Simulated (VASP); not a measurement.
# ZrC: single point with PBEsol

The system is ZrC.

```
Zr C
1.0
     0.00000    2.33456    2.33456
     2.33456    0.00000    2.33456
     2.33456    2.33456    0.00000
Zr C
1 1
Cartesian
  2.3346 2.3346 2.3346
  0.0000 0.0000 0.0000
```

```yaml
Program: VASP 6.6.1
Task: single point
Functional: PBEsol
Potentials_or_basis: VASP PAW PBE potentials, release 64 (Zr_sv, C)
Cutoff: 520 eV
k_mesh: 16 × 16 × 16
Occupations: gaussian, width 0.1 eV
Spin: no spin polarisation
Dipole_correction: no
Further_INCAR_settings: ALGO = Normal; EDIFF = 1e-06; NBANDS = 15
```

```
Pressure               : 0.3 GPa
Band gap on the k mesh : none (metal or under the smearing width)
```

Levels at points of the mesh, in eV from the Fermi level:
| k point | band 5 | band 6 | band 7 | band 8 | band 9 | band 10 | band 11 | band 12 |
| --- | --- | --- | --- | --- | --- | --- | --- | --- |
| (0.00, 0.00, 0.00) | -11.34 | 0.97 | 0.97 | 0.97 | 1.08 | 1.08 | 1.08 | 2.88 |
| (0.50, 0.00, 0.00) | -8.11 | -5.40 | -2.99 | -2.99 | 4.62 | 4.62 | 5.48 | 6.58 |
| (0.50, 0.50, 0.00) | -10.17 | -2.01 | -1.86 | 0.11 | 0.11 | 4.59 | 5.84 | 5.84 |

Wall time 49 s on 1 thread of Intel(R) Xeon(R) Platinum 8488C (Sapphire Rapids), on a shared host, peak memory 0.19 GiB.

Caveat: the PAW data sets were made with another functional, which shifts forces and pressure a little.
